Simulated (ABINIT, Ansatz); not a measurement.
# How the form of the self-energy moves the gap of BAs (F-43m), part 2 of 2

Aim: compare treatments of exchange, screening and correlation for the gap of BAs (F-43m).

ABINIT 10.8.3; PBE and many-body steps on it, plane waves. Known limits of the many-body steps: not at the basis limit; no spin-orbit coupling.

So far. Step 4 (G0W0, Godby-Needs plasmon pole): The gap on the mesh goes from 1.29 eV to 1.93 eV, a correction of +0.64 eV. Step 5 (G0W0, Hybertsen-Louie plasmon pole): Against G0W0 in ABINIT (6×6×6 mesh, 214 bands, screening to 283 eV, Godby-Needs plasmon pole), the gap moves by +0.218 eV.

## Step 6: G0W0, von der Linden-Horsch plasmon pole

Level of this step: G0W0 on PBE, plane waves, norm-conserving pseudopotentials (ABINIT).

run.abi

```
acell 3*1.0 Angstrom
rprim 
  -0.000000000000 2.388500000000 2.388500000000
  2.388500000000 -0.000000000000 2.388500000000
  2.388500000000 2.388500000000 -0.000000000000
ntypat 2
znucl 5 33
natom 2
typat 1 2
xred 
  0.000000000000 0.000000000000 0.000000000000
  0.250000000000 0.250000000000 0.250000000000
pp_dirpath "pseudos"
pseudos "B.upf, As.upf"
ecut 44
ngkpt 6 6 6
nshiftk 1
shiftk 0 0 0
kptopt 1
chksymbreak 0
istwfk *1
occopt 1
irdwfk 1
optdriver 4
nband 214
gwcalctyp 0
ecutsigx 44
symsigma 1
nkptgw 2
kptgw 
  0.0000000000 0.0000000000 0.0000000000
  0.3333333333 0.3333333333 0.0000000000
bdgw 
  11 16
  12 15
ecuteps 10.4
irdscr 1
ppmodel 3
indata_prefix "in"
outdata_prefix "out"
tmpdata_prefix "tmp"
```

Launch:

```
$ OMP_NUM_THREADS=1 mpirun -n 4 abinit run.abi > log
```

Log:

```text
.Version 10.8.3 of ABINIT. v10.8.2 released Aug 2026.

 Symmetries : space group F-4 3 m (#216); Bravais cF (face-center cubic)
[... echo of the input left out ...]
== DATASET  1 ==================================================================
-   mpi_nproc: 4, omp_nthreads: 1 (-1 if OMP is not activated)

--- !DatasetInfo
iteration_state: {dtset: 1, }
dimensions: {natom: 2, nkpt: 16, mband: 214, nsppol: 1, nspinor: 1, nspden: 1, mpw: 2637, }
cutoff_energies: {ecut:  44.0, pawecutdg:  -1.0, }
[...]
Band     E0 <VxcDFT>   SigX SigC(E0)      Z dSigC/dE  Sig(E)    E-E0       E
[...]
14   9.292 -11.657  -7.564  -4.918   0.884  -0.132 -12.386  -0.729   8.563
       15  11.154 -11.166  -6.440  -5.464   0.886  -0.129 -11.820  -0.654  10.500

== END DATASET(S) ==============================================================
================================================================================

 -outvars: echo values of variables after computation  --------
           etotal      0.0000000000E+00
            nband         214
             nkpt          16
          spgroup         216
 [... the other variables as echoed above ...]

 Calculation completed.
```

Wall time 30 s (4 MPI ranks of Intel Xeon Platinum 8375C at 2.90GHz (Ice Lake), shared host); peak memory 1.7 GiB.

This step gave:

| Quantity | Value |
| --- | --- |
| G0W0 gap on the points computed | 2.059 eV |
| starting gap on the mesh | 1.293 eV |
| k of the valence top | 0, 0, 0 |
| k of the conduction bottom | 0.3333, 0.3333, 0 |
| least direct G0W0 gap on the computed points | 4.325 eV |

Against G0W0 in ABINIT (6×6×6 mesh, 214 bands, screening to 283 eV, Godby-Needs plasmon pole), the gap moves by +0.127 eV.

## Step 7: One-shot Hartree-Fock

This step: one-shot Hartree-Fock on PBE, plane waves, norm-conserving pseudopotentials.

run.abi, as its differences from that of step 6:

```diff
@@ -24,4 +24,4 @@
 optdriver 4
-nband 214
-gwcalctyp 0
+nband 17
+gwcalctyp 5
 ecutsigx 44
@@ -35,5 +35,4 @@
   12 15
-ecuteps 10.4
-irdscr 1
-ppmodel 3
+ixc_sigma 40
+fftgw 31
 indata_prefix "in"
```

Log:

```text
.Version 10.8.3 of ABINIT. v10.8.2 released Aug 2026.

 Symmetries : space group F-4 3 m (#216); Bravais cF (face-center cubic)
[... echo of the input left out ...]
== DATASET  1 ==================================================================
-   mpi_nproc: 4, omp_nthreads: 1 (-1 if OMP is not activated)

--- !DatasetInfo
iteration_state: {dtset: 1, }
dimensions: {natom: 2, nkpt: 16, mband: 17, nsppol: 1, nspinor: 1, nspden: 1, mpw: 2637, }
cutoff_energies: {ecut:  44.0, pawecutdg:  -1.0, }
[...]
Band     E0 <VxcDFT>   SigX SigC(E0)      Z dSigC/dE  Sig(E)    E-E0       E
[...]
14   9.292 -11.657  -7.564   0.000   1.000   0.000  -7.564   4.093  13.385
       15  11.154 -11.166  -6.440   0.000   1.000   0.000  -6.440   4.726  15.879

== END DATASET(S) ==============================================================
================================================================================

 -outvars: echo values of variables after computation  --------
           etotal      0.0000000000E+00
            nband          17
             nkpt          16
          spgroup         216
 [... the other variables as echoed above ...]

 Calculation completed.
```

Run time: 4.8 s. Hardware: 4 MPI ranks; peak memory 0.79 GiB.

This step gave:

- quasiparticle gap on the points computed: 6.741 eV
- starting gap on the mesh: 1.293 eV
- k of the valence top: 0, 0, 0
- k of the conduction bottom: 0.3333, 0.3333, 0
- least direct quasiparticle gap on the computed points: 9.328 eV

Against G0W0 in ABINIT (6×6×6 mesh, 214 bands, screening to 283 eV, Godby-Needs plasmon pole), the gap moves by +4.809 eV.

## Step 8: Side by side

Times are wall times on 4 MPI ranks of Intel Xeon Platinum 8375C at 2.90GHz (Ice Lake), shared host, good to a factor of about two. A run's time includes the screening step that it read.

```
                                     run   mesh  bands  screening cutoff (eV)  DFT gap (eV)  gap on the mesh (eV)  direct (eV)  ε∞ used     time
          G0W0, Godby-Needs plasmon pole  6×6×6    214                    283         1.293                 1.932        4.159    10.51  9.5 min
      G0W0, Hybertsen-Louie plasmon pole  6×6×6    214                    283         1.293                 2.150        4.373    10.51  9.5 min
G0W0, von der Linden-Horsch plasmon pole  6×6×6    214                    283         1.293                 2.059        4.325    10.51  8.9 min
                   one-shot Hartree-Fock  6×6×6      -                      -         1.293                 6.741        9.328        -    4.8 s
```

## Step 9: Results

```yaml
g0w0_godby_needs_plasmon_pole: 1.932 eV
g0w0_hybertsen_louie_plasmon_pole: 2.150 eV
g0w0_von_der_linden_horsch_plasmon_pole: 2.059 eV
one_shot_hartree_fock: 6.741 eV
known_limits: not at the basis limit; no spin-orbit coupling
```

What this shows: G0W0, Hybertsen-Louie plasmon pole: +0.218 eV against G0W0, Godby-Needs plasmon pole. G0W0, von der Linden-Horsch plasmon pole: +0.127 eV against G0W0, Godby-Needs plasmon pole. One-shot Hartree-Fock: +4.809 eV against G0W0, Godby-Needs plasmon pole. Bare exchange alone opens the gap to 6.74 eV; against G0W0, correlation takes back 4.81 eV. Against experiment, by G0W0, Godby-Needs plasmon pole: the gap of 1.93 eV lies +0.11 eV from the measured 1.82 eV (indirect, 300 K, 2019); the direct gap of 4.16 eV lies +0.04 eV from the measured 4.12 eV (direct, 300 K, 2019); the gap of 1.93 eV lies −0.09 eV from the measured 2.02 eV (indirect, 300 K, 2019). An exciton line or allowed optical edge lies below the quasiparticle gap by the binding energy; a forbidden edge can push the onset above it. These are gaps on the mesh, at modest bands and cutoff. The calculation has static nuclei and no excitons; a measured gap holds zero-point and thermal motion, which mostly lowers it. Bands and cutoff are finite, so the gap is not at the basis limit. The miss can reach some tenths of an eV and take either sign; the mesh is an error of its own. In the G0W0 runs levels were corrected at 2 k points alone, so a gap called «on the mesh» is the least over those, and an edge elsewhere would be missed. A denser mesh or path gives a starting gap of 1.21 eV: the GW mesh misses a band edge, so its gaps are not the fundamental one. The many-body steps are scalar-relativistic: spin-orbit coupling is not in them.

[Paths, hosts, dates, memory and timing lines, banners, echoed tables and standing remarks are left out of the program output.]

[Logs are printed without paths, hosts, clocks, repeated set-up lines and the standing remarks that a program may print on its own settings, such as how far it seeks lower states.]

[Runs of the session that timed out or met a known fault of the program may be left out.]

[Hosts, paths, dates, database ids (printed as entryN), source tags and the programs' standing remarks are cut or masked in the printed files.]

[G0W0 gaps are taken among the corrected bands and points alone; a level outside them can change the order at an edge.]

[Where Ansatz stands beside ABINIT at settings called matched, ABINIT's density can come from a denser mesh and the files from another edition; pairs whose starting gaps differed by over 0.03 eV were left out, so agreement reads better than it is.]
